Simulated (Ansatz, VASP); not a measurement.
## One calculation of Zn, two programs

```xyz
1
Lattice="2.4543 0.0000 0.0000 0.0000 2.4543 0.0000 0.0000 0.0000 2.4543" Properties=species:S:1:pos:R:3 pbc="T T T"
Zn    0.0000    0.0000    0.0000
```

Change from the starting cell: volume scaled by 0.92, PAW files.

Alike in both runs: task single point; functional LDA; k mesh 15 × 15 × 15; occupations fermi-dirac, width 0.1 eV; no spin polarisation.

|  | VASP | Ansatz |
| --- | --- | --- |
| version | VASP 6.6.1 | Ansatz 0.2.0 |
| potentials or method | VASP PAW LDA potentials, release 64 (Zn) | PAW with Ansatz's default frozen-core files, scalar-relativistic |
| plane-wave cutoff (eV) | 520 | 420 |
| valence electrons in the cell | 12 | 12 |

|  | VASP | Ansatz | Ansatz less VASP |
| --- | --- | --- | --- |
| pressure (GPa) | 7.9 | 7.3 | -0.63 |
